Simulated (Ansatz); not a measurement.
**TePb: levels and charges under dearer methods**

A database entry relaxed whole under r2SCAN at zero pressure (Fm-3m, No. 225):

```
Te Pb
1.0
     0.00000    3.26867    3.26867
     3.26867    0.00000    3.26867
     3.26867    3.26867    0.00000
Te Pb
1 1
Direct
  0.50000 0.50000 0.50000
  0.00000 0.00000 0.00000
```

Its volume is 34.92 Å³ an atom, +3.5 % against the entry's 33.73, a cell as deposited in COD (1985).

Single points on this cell with plane-wave PAW DFT (Ansatz 0.2.0; r2SCAN 500 eV, hybrids 420 eV; fermi-dirac occupations of width 0.020 eV; no moments): r2SCAN on a 8×8×8 Γ-centred mesh; r2SCAN with spin-orbit coupling on a 8×8×8 Γ-centred mesh; HSE06 on a 6×6×6 Γ-centred mesh; PBE0 on a 6×6×6 Γ-centred mesh.

**Question.** What does each level give for gap and charges?

**Answer.** The runs give:

| level | gap (eV), or kind | pressure (GPa) | Bader charge of Te (e) | Bader charge of Pb (e) |
| --- | --- | --- | --- | --- |
| r2SCAN | 1.10 | 0.0 | -0.78 | +0.78 |
| r2SCAN with spin-orbit coupling | 0.16 | -0.2 | -0.71 | +0.71 |
| HSE06 | 1.21 | -0.4 | -0.80 | +0.80 |
| PBE0 | 1.75 | -0.3 | -0.82 | +0.82 |

Under r2SCAN the gap is 1.10 eV, over mesh and band path. HSE06 moves it by +0.11 eV and PBE0 by +0.66 eV; PBE0 keeps its exact exchange at long range, which widens the gap over HSE06's by 0.55 eV on their common mesh. Spin-orbit coupling moves the r2SCAN gap by -0.94 eV, which the hybrid values lack.

Caveats: the relaxation kept the start's symmetry; HSE06 is read on its mesh and at the zone's corners, PBE0 on its mesh alone; hybrid pressures are good to a few tenths of a GPa; pressure is positive in compression.
